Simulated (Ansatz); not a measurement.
# Lattice dynamics of Mg (P6/mmm, 1 atom in the cell), part 2 of 2

How does Mg (P6/mmm, 1 atom in the cell) vibrate, and is this structure a minimum?

Ansatz 0.2.0; DFT PBEsol, scalar-relativistic, plane waves, PAW.

So far. Step 3 (Tight relaxation): The forces vanish by symmetry and the pressure is 0.000 GPa, within the tolerances set. The cell now holds 25.09 Å³/atom. The relaxed cell has a = 3.076, c = 3.063 Å (conventional setting).

This is not the structure that Mg takes at ambient pressure and room temperature (hexagonal, No. 194); it is a model or a phase of other conditions.

## 4. The dispersion

Stability and thermal properties need the whole zone. Linear response on a 3×3×4 q mesh gives force constants as far as a supercell of that size would.

The input, input.yaml:

```yaml
crystal:
  lattice:
    - [3.0755538064, 0.0, 0.0]
    - [-1.5377769032, 2.6635077271, 0.0]
    - [0.0, 0.0, 3.0625243538]
  atoms:
    - { symbol: Mg, position: [0.0, 0.0, 0.0] }
kpoints:
  mp_grid: { grid: [15, 15, 12] }
hamiltonian:
  xc: pbesol
scf:
  occupations: { method: methfessel_paxton, width: 0.15 }
output:
  eigenvalues: true
phonons:
  method: dfpt
  qmesh: [3, 3, 4]
  temperatures: { t_max: 1000, t_step: 50 }
  qpath:
    path:
      - [[0.0, 0.0, 0.0], [0.5, 0.0, 0.0], [0.33333333, 0.33333333, 0.0], [0.0, 0.0, 0.0], [0.0, 0.0, 0.5], [0.5, 0.0, 0.5], [0.33333333, 0.33333333, 0.5], [0.0, 0.0, 0.5]]
      - [[0.5, 0.0, 0.5], [0.5, 0.0, 0.0]]
      - [[0.33333333, 0.33333333, 0.5], [0.33333333, 0.33333333, 0.0]]
    npoints: 10
```

On the command line:

```console
$ ansatz run input.yaml --threads 4 --pin off --max-ram 7168MiB --backend cpu --events-out ev --progress --plain --runs-dir out
```

Numbers of over 12 decimals in the logs are rounded to 6 here.

The log of the run:

```text
[...]
Crystal: 1 atoms, lattice volume = 25.087 Å³
Basis set: ecut = 420 eV, 515 PW (Γ), exchange–correlation on 48×48×48 points (8 copies of the dense FFT grid, shifted against one another)
Bands: 9, of which v1, the nominal top of the filled ones, is band 5 counted from 1 (4 counted from 0)
Symmetry: 24 space group operations
k-points: 189 of 2700
[...]
SCF iter   1: F=—  HF=-1911.816863 eV  |F-HF|=—  |Δ(HF+E_count)|=         —  Δρ=2.03e-3  dr2=6.17e-4  ethr=1.77e-3  ⟨swp⟩=5.5  Hψ=11762  notcnv=0
[...]
SCF iter   7: F=-1911.816451 eV  HF=-1911.816451 eV  |F-HF|=6.82e-13  |Δ(HF+E_count)|=  3.89e-11  S|Δr|=    0.00e0  Δρ=5.52e-8  dr2=3.24e-13  ethr=1.00e-12  ⟨swp⟩=5.1  Hψ=5746  notcnv=0
SCF 1 converged in 7 iterations: F = -1911.816451 eV  dr2 = 3.24e-13
[...]
NSCF: frozen V_eff on 189 k-points
[...]
DFPT response loops at q = (0, 0, 0) (fractional): preconditioner auto → Kerker (q_TF=auto, 2.341 Å⁻¹) (partly filled bands, converged f_vac=0.000); β = 1.00, the filter's whole step (`scf.mixing.beta` (0.50) is not read by the response loops under this deck's `scf.mixing.preconditioner`; to damp them name `kerker` or `kerker_dos`, under which they read `scf.mixing.beta`, and type it under 1.00, their step now; both keys bind the ground state too); Broyden in place of MSR1
[...]
SCF converged after 7 iterations
[...]
Free energy (F): -1911.816451 eV
[...]
Internal energy: -1911.815713 eV  (E = F + TS)
E sigma→0 (E₀):  -1911.816266 eV
Entropy (-TS):   -0.000738 eV (-0.738 meV/atom)
Fermi energy:    4.845596 eV
[...]
--- Band table (eV; the first three rows and the last of 189) ---
[...]
--- Phonons (Γ-DFPT): 2 representative perturbations + reference (Σ response iterations 6) ---
  ASR residual: 6.573e-5 → 0.000e0 eV/Å²; symmetrization residual: 6.480e-12 eV/Å²
  ASR residual per site (eV/Å²): 6.57e-5
  Γ frequencies (cm⁻¹): 0.00 0.00 0.00
--- Phonons (arbitrary-q DFPT): 9 irreducible q on the 3×3×4 mesh ---
  q = [0.0000, 0.0000, 0.0000] (star 1, of the zone-centre solve; hermiticity 1.36e-9, symmetrization 9.86e-8): -0.00 -0.00 0.00
  q = [0.0000, 0.0000, 0.2500] (star 2, 2 solved perturbations in 1092 linear systems a pass and spin channel, the states on 768 of 2700 k-point pairs; hermiticity 4.87e-14, symmetrization 2.50e-12): -73.12 -73.12 153.02
[...]
q = [0.0000, 0.3333, 0.0000] (star 6, 3 solved perturbations on 840 of 2700 k-point pairs; hermiticity 5.21e-14, symmetrization 1.15e-13): -104.02 133.61 220.74
[...]
sum rule: each row above includes the acoustic sum rule's correction from the zone centre's row sums; it moved no ω² by more than (0.86 cm⁻¹)²
  mesh force constants: q→R imaginary residual 0.00e0; ASR residual 6.573e-5 → 0.000e0 eV/Å²; symmetrization residual 1.332e-15 eV/Å²
  interpolated dispersion: 93 rows × 3 modes
  density of states and harmonic sums: on the 24×24×20 q-mesh, interpolated from the force constants of a 3×3×4 supercell (no non-analytic term)
  largest difference from the sums on the solved wave vectors: F 2.77e-2 eV, S 3.41e-5 and C_V 9.95e-6 eV/K
  zero-point energy: 0.027099 eV/cell   skipped modes (ω ≤ 0): 312, of them read as no rigid motion or as one in doubt: 309 (3.970e-1 modes/cell left out, lowest -128.02 cm⁻¹)   left out of the sums: 1.32e-1 of the cell's modes: C_V's classical limit lies that fraction below 3 k_B per atom; for a crystal, a wire or a layer, F and S can be off by more, and a phonons.interpolated_qmesh denser along its periods is the remedy for the sampling
```

It took 47 s on 4 threads of Arm Neoverse V2, shared host; peak memory 0.87 GiB.

This step gave:

```yaml
sum_rule_residual_before_enforcement: 6.57e-5 eV/Å²
lowest_frequency_on_the_path: -128.0 cm⁻¹
highest_frequency_on_the_path_or_at_a_solved_wavevector: 257.8 cm⁻¹
lowest_mode_on_the_q_mesh_acoustic_modes_at_gamma_apart: -128.0 cm⁻¹
```

Frequencies (cm⁻¹) solved at each irreducible wavevector; negative means imaginary. Frequencies by wavevector, by row:

| q in reciprocal lattice units | star | mode 1 | mode 2 | mode 3 |
| --- | --- | --- | --- | --- |
| 0 0 0 | 1 | 0 | 0 | 0 |
| 0 0 0.25 | 2 | -73.1 | -73.1 | 153 |
| 0 0 -0.5 | 1 | -111.3 | -111.3 | 206.6 |
| 0 0.3333 0 | 6 | -104 | 133.6 | 220.7 |
| 0 0.3333 0.25 | 12 | 117.4 | 132.6 | 219.3 |
| 0 0.3333 -0.5 | 6 | 101.9 | 218.9 | 221 |
| 0.3333 0.3333 0 | 2 | -128 | 219.1 | 219.1 |
| 0.3333 0.3333 0.25 | 4 | 127.8 | 218.3 | 218.3 |
| 0.3333 0.3333 -0.5 | 2 | 211.4 | 211.4 | 216.9 |

Interpolated from a 3×3×4 q mesh. Phonon branches along the path, in cm⁻¹:

| point | branch 1 | branch 2 | branch 3 |
| --- | --- | --- | --- |
| Γ | 0 | 0 | 0 |
| halfway | -85 | 110 | 181 |
| M | -120 | 152 | 254 |
| halfway | -124 | 178 | 244 |
| K | -128 | 219 | 219 |
| halfway | -95 | 132 | 195 |
| Γ | 0 | 0 | 0 |
| halfway | -73 | -73 | 153 |
| A | -111 | -111 | 207 |
| halfway | 60 | 169 | 218 |
| L | 128 | 222 | 258 |
| halfway | 160 | 220 | 245 |
| H | 211 | 211 | 217 |
| halfway | 100 | 187 | 219 |
| A | -111 | -111 | 207 |
| jump to L | 128 | 222 | 258 |
| halfway | 127 | 141 | 256 |
| M | -120 | 152 | 254 |
| jump to H | 211 | 211 | 217 |
| halfway | 128 | 218 | 218 |
| K | -128 | 219 | 219 |

The phonon branches as a text plot (rows in cm⁻¹):

```
    250 |     ****                     ****          ******
    234 |         * ***               *    *  **
    218 |          *   *            **************** *     ******
    202 |    *      *           ****        **      *
    185 |   *     *  *                                *     *
    169 |        *    * *      *     *     *  *        *     *
    153 |  *  ***      *                  *    * *       **
    137 |                *               *      *     ***
    121 |    *                *     *  **            *
    105 |   *           *    *        *           *
     89 |  *             **
     73 | *                                             *     *
     57 | *               *          *           *
     41 |*                 **
     25 |*                 *
      9 |
     -7 |                   *
    -24 |*                 *
    -40 | *               *  *      *              *
    -56 |                *    *                   *
    -72 |  *            *          *
    -88 |   *                  *   *               *     *
   -104 |    *         *        ***                 *          *
   -120 |     *********                                   *     *
         Γ     M   K       Γ     A      L   H      A|L   M|H    K
```

Tetrahedra on a 24×24×20 mesh, mean over bins of 5 cm-1. Interpolated from a 3×3×4 q mesh. The phonon density of states by wavenumber; read off at these points:

| wavenumber (cm⁻¹) | phonon density of states (1/cm⁻¹/cell) |
| --- | --- |
| -128 | 3.4e-4 |
| -112 | 0.00406 |
| -102 | 0.00451 |
| -98 | 0.00452 |
| -88 | 0.00395 |
| -72 | 0.00359 |
| -62 | 0.00334 |
| -48 | 0.00281 |
| -32 | 0.002 |
| -22 | 0.00181 |
| -8 | 0.00179 |
| 8 | 0.00185 |
| 18 | 0.00194 |
| 32 | 0.00224 |
| 48 | 0.00299 |
| 58 | 0.00354 |
| 72 | 0.00481 |
| 82 | 0.00592 |
| 98 | 0.00789 |
| 112 | 0.00914 |
| 122 | 0.0110 |
| 132 | 0.0164 |
| 138 | 0.015 |
| 152 | 0.0161 |
| 162 | 0.0149 |
| 178 | 0.0128 |
| 192 | 0.0137 |
| 202 | 0.0142 |
| 218 | 0.0226 |
| 232 | 0.0237 |
| 242 | 0.0157 |
| 258 | 0.002 |

Second derivatives of the energy by pair, one row for each kind of neighbour of each atom listed. Each entry sums the pair over the periodic images of the supercell that the q mesh stands for, and in a polar crystal it holds the long-range dipole part too. Force constants by pair, by row:

| atom | neighbour | distance (Å) | third of the trace (eV/Å²) | along the pair's line (eV/Å²) |
| --- | --- | --- | --- | --- |
| Mg1 | itself | 0 | 2.361 | – |
| Mg1 | Mg | 3.063 | -0.3641 | -1.31 |
| Mg1 | Mg | 3.076 | -0.3277 | -1.034 |
| Mg1 | Mg | 4.34 | 0.0322 | 0.0756 |
| Mg1 | Mg | 5.327 | -0.0359 | -0.0489 |
| Mg1 | Mg | 6.125 | 0.0019 | 0.0194 |
| Mg1 | Mg | 6.145 | 0.0188 | 0.0182 |
| Mg1 | Mg | 6.854 | -3.00e-4 | -0.0038 |

Symmetry leaves 9 wavevectors to solve. The lowest mode among them, the acoustic zeros apart, lies at q = (0.333, 0.333, 0) and is imaginary, 128.0i cm⁻¹, so the energy falls along it.

## 5. Another isotope

An isotope changes the mass and not the force constants, so no new electronic calculation is needed; the shifts show which modes move this element.

The same force constants with the mass of Mg changed from 24.305 to 25.983 u (phonopy, no LO-TO term). Both lists are sorted by frequency. Modes under 3 cm⁻¹ are left out. Isotope shifts, by row:

| q | rank | natural mass (cm⁻¹) | changed mass (cm⁻¹) |
| --- | --- | --- | --- |
| 0 0 0.25 | 1 | -73.12 | -70.72 |
| 0 0 0.25 | 2 | -73.12 | -70.72 |
| 0 0 0.25 | 3 | 153 | 148 |
| 0 0 -0.5 | 1 | -111.3 | -107.7 |
| 0 0 -0.5 | 2 | -111.3 | -107.7 |
| 0 0 -0.5 | 3 | 206.6 | 199.9 |
| 0 0.3333 0 | 1 | -104 | -100.6 |
| 0 0.3333 0 | 2 | 133.6 | 129.2 |
| 0 0.3333 0 | 3 | 220.7 | 213.5 |

With one element every mode shifts by -3.28 %.

## 6. Outcome

| Item | Value |
| --- | --- |
| space group after relaxation (within 0.01 Å) | P6/mmm |
| volume per atom | 25.1 Å³ |
| electronic character | no gap on this mesh |
| lowest mode on the q mesh (acoustic modes at Γ apart) | -128 cm⁻¹ |
| highest frequency on the path or at a solved wavevector | 258 cm⁻¹ |
| imaginary modes on the 3×3×4 q mesh | yes |

**Reading.** Modes are clearly imaginary (beyond 10i cm⁻¹) at 4 of the 9 irreducible wavevectors, most at q = (0.333, 0.333, 0) (128.0i cm⁻¹), so this structure is not a minimum of the energy. With no gap, or one that is small against the smearing, the frequencies hang on the k mesh and the smearing, most of all near Kohn anomalies. A phonon run warned that its eigensolver left some bands unconverged in a pass. These are harmonic frequencies at zero temperature: anharmonic shifts, linewidths and thermal expansion are left out.

[Logs are printed without paths, hosts, clocks, repeated set-up lines and the standing remarks that a program may print on its own settings, such as how far it seeks lower states.]

[Hosts, paths, dates, database ids (printed as entryN), source tags and the programs' standing remarks are cut or masked in the printed files.]
